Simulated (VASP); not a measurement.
# C (P6_3/mmc) in VASP: further runs

The runs below take C through relaxation of cell and atoms, with PBE+D3(BJ).

All numbers are computed with VASP 6.6.1; they aren't measurements. Logs are shortened: lines on timing, memory, paths and dates and some standing lists are left out, and cuts for length are marked.

## Step 1: Starting point

It takes space group P6_3/mmc (No. 194, hexagonal). Conventional cell: a = 2.467 Å, b = 2.467 Å, c = 7.803 Å, α = 90.00°, β = 90.00°, γ = 120.00°. C (site symmetry -6m2) has 3 C at 1.42 Å as nearest neighbours. C (site symmetry -6m2) has 3 C at 1.42 Å as nearest neighbours.

## Step 2: Relaxation of cell and atoms, PBE+D3(BJ)

The input, INCAR:

```
PREC     = Accurate       # precision mode
ENCUT    = 520            # plane-wave cutoff, eV
EDIFF    = 1E-7           # SCF threshold, eV
ISMEAR   = 0              # smearing method
SIGMA    = 0.02           # smearing width, eV
LREAL    = False          # projectors in reciprocal space
LASPH    = True           # aspherical terms in the spheres
NELM     = 60             # most SCF steps
ALGO     = Normal         # electronic algorithm
ISIF     = 3              # what is computed and relaxed
LWAVE    = False          # write WAVECAR
LCHARG   = False          # write CHGCAR
GGA      = PE             # functional
IVDW     = 12             # dispersion correction
IBRION   = 2              # ionic algorithm
NSW      = 80             # ionic steps
EDIFFG   = -0.002         # ionic threshold
```

The input, KPOINTS:

```
Automatic mesh
0
Gamma
  3 3 1
```

The input, POSCAR:

```
C
1.0
    2.4672912600      0.0000000000      0.0000000000
   -1.2336456300      2.1367369100      0.0000000000
    0.0000000000      0.0000000000      7.8030730000
C
4
Direct
    0.0000000000      0.0000000000      0.2500000000
    0.0000000000      0.0000000000      0.7500000000
    0.3333333300      0.6666666700      0.2500000000
    0.6666666700      0.3333333300      0.7500000000
```

Potentials or basis: VASP PAW PBE potentials, release 64 (C).

Launch:

```console
cat potpaw_PBE.64/C/POTCAR > POTCAR
mpirun -np 1 vasp_std > vasp.out
```

OUTCAR:

```text
PREC = Accurate
   ENCUT = 520
   EDIFF = 1E-7
   ISMEAR = 0
   LREAL = False
   LASPH = True
   NELM = 60
   ISIF = 3
   GGA = PE
   IVDW = 12
   IBRION = 2
   NSW = 80
   EDIFFG = -0.002
 IVDW          = 12

 ion  position               nearest neighbor table
   1  0.000  0.000  0.250-   3 1.42   3 1.42   3 1.42
   2  0.000  0.000  0.750-   4 1.42   4 1.42   4 1.42
   3  0.333  0.667  0.250-   1 1.42   1 1.42   1 1.42
   4  0.667  0.333  0.750-   2 1.42   2 1.42   2 1.42

  LATTYP: Found a hexagonal cell.
 ALAT       =     2.4672912600
 C/A-ratio  =     3.1626071581

  Lattice vectors:

 A1 = (   2.4672912600,   0.0000000000,   0.0000000000)
 A2 = (  -1.2336456300,   2.1367369100,   0.0000000000)
 A3 = (   0.0000000000,   0.0000000000,   7.8030730000)

Analysis of symmetry for initial positions (statically):
=====================================================================
 Subroutine PRICEL returns:
 Original cell was already a primitive cell.

 Routine SETGRP: Setting up the symmetry group for a
 hexagonal supercell.

 Subroutine GETGRP returns: Found 24 space group operations
 (whereof 12 operations were pure point group operations)
 out of a pool of 24 trial point group operations.

The static configuration has the point symmetry D_3d.
 The point group associated with its full space group is D_6h.

Analysis of symmetry for dynamics (positions and initial velocities):
=====================================================================
 Subroutine PRICEL returns:
 Original cell was already a primitive cell.

 Routine SETGRP: Setting up the symmetry group for a
 hexagonal supercell.

 Subroutine GETGRP returns: Found 24 space group operations
 (whereof 12 operations were pure point group operations)
 out of a pool of 24 trial point group operations.

The dynamic configuration has the point symmetry D_3d.
 The point group associated with its full space group is D_6h.

 Subroutine INISYM returns: Found 24 space group operations
 (whereof 12 operations are pure point group operations),
 and found     1 'primitive' translations

----------------------------------------------------------------------------------------

                                     Primitive cell

  volume of cell :      41.1374

  direct lattice vectors                    reciprocal lattice vectors
     2.467291260  0.000000000  0.000000000     0.405302777  0.234001668  0.000000000
    -1.233645630  2.136736910  0.000000000     0.000000000  0.468003335  0.000000000
     0.000000000  0.000000000  7.803073000     0.000000000  0.000000000  0.128154639

  length of vectors
     2.467291260  2.467291260  7.803073000     0.468003335  0.468003335  0.128154639

  position of ions in fractional coordinates (direct lattice)
     0.000000000  0.000000000  0.250000000
     0.000000000  0.000000000  0.750000000
     0.333333330  0.666666670  0.250000000
     0.666666670  0.333333330  0.750000000

  ion indices of the primitive-cell ions
   primitive index   ion index
                 1           1
                 2           2
                 3           3
                 4           4

----------------------------------------------------------------------------------------

 KPOINTS: Automatic mesh

Automatic generation of k-mesh.
 Grid dimensions read from file:
 generate k-points for:    3    3    1

 Generating k-lattice:

  Cartesian coordinates                     Fractional coordinates (reciprocal lattice)
     0.135100926  0.078000556  0.000000000     0.333333333 -0.000000000  0.000000000
     0.000000000  0.156001112  0.000000000     0.000000000  0.333333333  0.000000000
     0.000000000  0.000000000  0.128154639     0.000000000  0.000000000  1.000000000

  Length of vectors
     0.156001112  0.156001112  0.128154639

  Shift w.r.t. Gamma in fractional coordinates (k-lattice)
     0.000000000  0.000000000  0.000000000

 Subroutine IBZKPT returns following result:
 ===========================================

 Found      3 irreducible k-points:

 Following reciprocal coordinates:
            Coordinates               Weight
  0.000000  0.000000  0.000000      1.000000
  0.333333  0.000000  0.000000      6.000000
  0.333333  0.333333  0.000000      2.000000
   k-points           NKPTS =      3   k-points in BZ     NKDIM =      3   number of bands    NBANDS=     12
   number of dos      NEDOS =    301   number of ions     NIONS =      4
   total plane-waves  NPLWV =  19440
   dimension x,y,z NGX =    18 NGY =   18 NGZ =   60
   dimension x,y,z NGXF=    36 NGYF=   36 NGZF=  120
   ions per type =               4
   NGX,Y,Z   is equivalent  to a cutoff of  12.13, 12.13, 12.78 a.u.
   NGXF,Y,Z  is equivalent  to a cutoff of  24.26, 24.26, 25.57 a.u.
 SYSTEM =  unknown system
   PREC   = accura    normal or accurate (medium, high low for compatibility)
   ISTART =      0    job   : 0-new  1-cont  2-samecut
   ICHARG =      2    charge: 1-file 2-atom 10-const
   ISPIN  =      1    spin polarized calculation?
   LNONCOLLINEAR =      F non collinear calculations
   LSORBIT =      F    spin-orbit coupling
   LASPH  =      T    aspherical Exc in radial PAW
   ENCUT  =  520.0 eV  38.22 Ry    6.18 a.u.   4.59  4.59 14.51*2*pi/ulx,y,z
   NELM   =     60;   NELMIN=  2; NELMDL= -5     # of ELM steps
   EDIFF  = 0.1E-06   stopping-criterion for ELM
   LREAL  =      F    real-space projection
   EDIFFG = -.2E-02   stopping-criterion for IOM
   NSW    =     80    number of steps for IOM
   IBRION =      2    ionic relax: 0-MD 1-quasi-New 2-CG
   NFREE  =      1    steps in history (QN), initial steepest desc. (CG)
   ISIF   =      3    stress and relaxation
   ISYM   =      2    0-nonsym 1-usesym 2-fastsym
   POTIM  = 0.5000    time-step for ionic-motion
   TEBEG  =    0.0;   TEEND  =   0.0 temperature during run
   PSTRESS=    0.0 pullay stress
   NELECT =      16.0000    total number of electrons
   NUPDOWN=      -1.0000    fix difference up-down
   EMIN   =  10.00;   EMAX   =-10.00  energy-range for DOS
   EFERMI =   0.00;   METHOD = LEGACY
   ISMEAR =     0;   SIGMA  =   0.02  broadening in eV -4-tet -1-fermi 0-gaus
   EFERMI_NEDOS =   21; number of points for ismear=-14 and -15
   IALGO  =     38    algorithm
   IMIX   =      4    mixing-type and parameters
     AMIX     =   0.40;   BMIX     =  1.00
     AMIX_MAG =   1.60;   BMIX_MAG =  1.00
  volume/ion in A,a.u.               =      10.28        69.40
  Fermi-wavevector in a.u.,A,eV,Ry     =   1.195003  2.258229 19.429568  1.428033
  Thomas-Fermi vector in A             =   2.330979
   LORBIT       =      0    0 simple, 1 ext, 2 COOP (PROOUT), +10 PAW based schemes
   GGA     = PE    functional components
   LHFCALC =     F    Hartree Fock is set to
   AEXX    =    0.0000 exact exchange contribution
   IVDW    =    12    specifies the selected vdW correction
   LEPSILON=     F    determine dielectric tensor
   LRPA    =     F    only Hartree local field effects (RPA)
 conjugate gradient relaxation of ions
 non-spin polarized calculation
 Gauss-broadening in eV      SIGMA  =   0.02
  energy-cutoff  :      520.00
  volume of cell :       41.14
 maximum number of plane-waves:      1127
 NGX is ok and might be reduce to    18
   NGX =  9   NGY =  9   NGZ = 29

--------------------------------------- Ionic step        1  -------------------------------------------

 number of electron      15.9999993 magnetization

 Free energy of the ion-electron system (eV)
  ---------------------------------------------------
  ext. energy  EPLUGINS =         0.00000000
  ---------------------------------------------------
  free energy    TOTEN  =       -35.83791847 eV

  energy without entropy =      -35.83290346  energy(sigma->0) =      -35.83541097

------------------------ aborting loop because EDIFF is reached ----------------------------------------

 Edisp (eV)   -0.52304

 E8    (eV) :    -0.1459
[... 111 lines left out ...]
  FREE ENERGIE OF THE ION-ELECTRON SYSTEM (eV)
  ---------------------------------------------------
  free  energy   TOTEN  =       -36.3673830254 eV

  energy  without entropy=      -36.3623680069  energy(sigma->0) =      -36.36487552

 E-fermi :   3.5142     XC(G=0):  -9.3897

 val. band max:        3.5141947849   @ k =   0.3333   0.3333   0.0000
 cond. band min:       3.5141948041   @ k =   0.3333   0.3333   0.0000
 fundamental gap:      0.0000000191
 Fermi energy:         3.5141947945

 k-point     1 :       0.0000    0.0000    0.0000
  band No.  band energies     occupation
      1     -15.9164      2.00000
      2     -15.8159      2.00000
      3      -4.4569      2.00000
      4      -3.4957      2.00000
      5       0.4895      2.00000
      6       0.4895      2.00000
      7       0.4939      2.00000
      8       0.4939      2.00000
      9       7.0060      0.00000
     10      11.4433      0.00000
     11      11.7239      0.00000
     12      11.7259      0.00000
[... 16 lines left out ...]
 k-point     3 :       0.3333    0.3333    0.0000
  band No.  band energies     occupation
      1      -9.0499      2.00000
      2      -9.0172      2.00000
      3      -9.0172      2.00000
      4      -8.9918      2.00000
      5      -6.9110      2.00000
      6      -6.9110      2.00000
      7       3.2235      2.00000
      8       3.5142      1.00000
      9       3.5142      1.00000
     10       3.8129      0.00000
     11      14.2508      0.00000
     12      14.2508      0.00000

 E-fermi :   3.8480     XC(G=0):  -9.6729

 val. band max:        3.8479982278   @ k =   0.3333   0.3333   0.0000
 cond. band min:       3.8479982531   @ k =   0.3333   0.3333   0.0000
 fundamental gap:      0.0000000253
 Fermi energy:         3.8479982404

 k-point     1 :       0.0000    0.0000    0.0000
  band No.  band energies     occupation
      1     -15.5957      2.00000
      2     -15.4494      2.00000
      3      -4.2391      2.00000
      4      -3.0082      2.00000
      5       0.8317      2.00000
      6       0.8317      2.00000
      7       0.8389      2.00000
      8       0.8389      2.00000
      9       7.5582      0.00000
     10      12.0615      0.00000
     11      12.0617      0.00000
     12      12.0851      0.00000
[... 16 lines left out ...]
 k-point     3 :       0.3333    0.3333    0.0000
  band No.  band energies     occupation
      1      -8.7219      2.00000
      2      -8.6739      2.00000
      3      -8.6739      2.00000
      4      -8.6344      2.00000
      5      -6.5666      2.00000
      6      -6.5666      2.00000
      7       3.4680      2.00000
      8       3.8480      1.00000
      9       3.8480      1.00000
     10       4.2536      0.00000
     11      14.6698      0.00000
     12      14.6698      0.00000

[... ionic steps 4 to 13 ...]

--------------------------------------- Ionic step       14  -------------------------------------------

 number of electron      15.9999995 magnetization

------------------------ aborting loop because EDIFF is reached ----------------------------------------
[... 79 lines left out ...]
--------------------------------------- Ionic step       16  -------------------------------------------

 number of electron      15.9999995 magnetization

 Free energy of the ion-electron system (eV)
  ---------------------------------------------------
  ext. energy  EPLUGINS =         0.00000000
  ---------------------------------------------------
  free energy    TOTEN  =       -35.83504972 eV

  energy without entropy =      -35.83003470  energy(sigma->0) =      -35.83254221

 E-fermi :   4.9358     XC(G=0): -10.5326

 val. band max:        4.9358392194   @ k =   0.3333   0.3333   0.0000
 cond. band min:       4.9358392724   @ k =   0.3333   0.3333   0.0000
 fundamental gap:      0.0000000530
 Fermi energy:         4.9358392459

 k-point     1 :       0.0000    0.0000    0.0000
  band No.  band energies     occupation
      1     -14.6312      2.00000
      2     -14.2329      2.00000
      3      -3.6485      2.00000
      4      -1.2793      2.00000
      5       1.9817      2.00000
      6       1.9817      2.00000
      7       2.0092      2.00000
      8       2.0092      2.00000
      9       9.6114      0.00000
     10      13.2335      0.00000
     11      13.2335      0.00000
     12      13.3054      0.00000
[... 63 lines left out ...]
  FREE ENERGIE OF THE ION-ELECTRON SYSTEM (eV)
  ---------------------------------------------------
  free  energy   TOTEN  =       -36.4869172869 eV

  energy  without entropy=      -36.4819022683  energy(sigma->0) =      -36.48440978

 reached required accuracy - stopping structural energy minimisation
```

It took 35 s on 1 thread of Intel Xeon Platinum 8259CL at 2.50GHz (Skylake/Cascade Lake), shared host; peak memory 0.15 GiB.

Results:

| Item | Value |
| --- | --- |
| Free energy | -36.4869 eV |
| Relaxed volume | 8.57 Å³/atom |
| Relaxed cell | a = 2.474 Å, b = 2.474 Å, c = 6.472 Å, α = 90.00°, β = 90.00°, γ = 120.00° |
| Space group after relaxing (to 0.05 Å) | P6_3/mmc (No. 194) |
| Energy gained by relaxing | 31.5 meV/atom |
| Ionic steps | 16 |
| Pressure after relaxing | 0.0 GPa |
| Band gap on the k mesh | none (metal or under the smearing width) |
| Dispersion energy per atom | -0.163 eV |

Step by step:
```tsv
step	energy change (eV)	largest force (eV/Å)	pressure (GPa)	volume (Å³)
1	0.0000	0.0000	1.28	41.14
2	0.0051	0.0000	-6.76	41.62
3	-0.0064	0.0000	-2.25	41.35
4	-0.0187	0.0000	-2.32	40.78
5	-0.0561	0.0000	-2.51	39.07
6	-0.1176	0.0000	-2.46	35.67
7	0.2348	0.0000	5.70	28.85
8	-0.1219	0.0000	-2.36	35.18
9	-0.1242	0.0000	-2.11	34.41
10	0.0193	0.0000	22.41	32.29
11	-0.1259	0.0000	-0.06	34.21
12	-0.1259	0.0000	0.02	34.20
13	-0.1259	0.0000	0.06	34.19
14	-0.1259	0.0000	0.04	34.24
15	-0.1259	0.0000	0.03	34.26
16	-0.1260	0.0000	0.02	34.30
```

Final structure:
```cif
data_structure
_symmetry_space_group_name_H-M 'P 1'
_symmetry_Int_Tables_number 1
_cell_length_a 2.4737
_cell_length_b 2.4737
_cell_length_c 6.4720
_cell_angle_alpha 90.000
_cell_angle_beta 90.000
_cell_angle_gamma 120.000
_cell_volume 34.30
loop_
_atom_site_label
_atom_site_type_symbol
_atom_site_fract_x
_atom_site_fract_y
_atom_site_fract_z
_atom_site_occupancy
C1 C 0.00000 0.00000 0.25000 1
C2 C 0.00000 0.00000 0.75000 1
C3 C 0.33333 0.66667 0.25000 1
C4 C 0.66667 0.33333 0.75000 1
```

Levels at points of the mesh, in eV from the Fermi level:
```
           k point  band 4  band 5  band 6  band 7  band 8  band 9  band 10  band 11  band 12
(0.00, 0.00, 0.00)   -6.22   -2.95   -2.95   -2.93   -2.93    4.68     8.30     8.30     8.37
```

Caveat: the k mesh is coarse (spacing up to 0.98 Å⁻¹), so the values aren't converged; the volume moved by over 15 % at a fixed basis, so the end points are rough.

[end of part 1 of 2]
